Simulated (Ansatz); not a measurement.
# SnTe under changes of volume

One of the cells (29.767 Å³/atom); the others are scaled copies at fixed shape and fractional positions:

```
CELL_PARAMETERS angstrom
3.90470 0.00000 0.00000
0.00000 3.90470 0.00000
0.00000 0.00000 3.90470
ATOMIC_POSITIONS crystal
Te 0.50000 0.50000 0.50000
Sn 0.00000 0.00000 0.00000
```

Measurements of this composition are mostly on another form, of space group No. 225.

| Item | Value |
| --- | --- |
| Program | Ansatz 0.2.0 |
| Functional | PBEsol |
| Potentials or basis | all-electron LAPW, scalar-relativistic |
| Cutoff | 152 eV (chosen from the basis error) |
| Basis error allowed | 0.001 eV/atom |
| k mesh | 7 × 7 × 7 |
| Occupations | fermi-dirac, width 0.05 eV |
| Spin | no spin polarisation |

| volume (Å³/atom) | energy over the lowest point (meV/atom) | pressure (GPa) |
| --- | --- | --- |
| 27.981 | 0.00 | -1.6 |
| 28.576 | 8.21 | -2.5 |
| 29.172 | 19.29 | -3.2 |
| 29.767 | 32.73 | -3.8 |
| 30.362 | 48.21 | -4.3 |
| 30.958 | 65.37 | -4.7 |
| 31.553 | ? | ? |

Question: What does the run at 31.553 Å³/atom give?

Answer: Energy over the lowest point 83.80 meV/atom; pressure -5.1 GPa.

Worked out: A Birch-Murnaghan fit of order 3 (a polynomial in V^(-2/3)) to the other rows has no minimum within the range. It gives 83.90 meV/atom at 31.553 Å³/atom, against the run's 83.80, and -dE/dV = -5.2 GPa, against -5.1.

Energies are extrapolated to zero smearing.
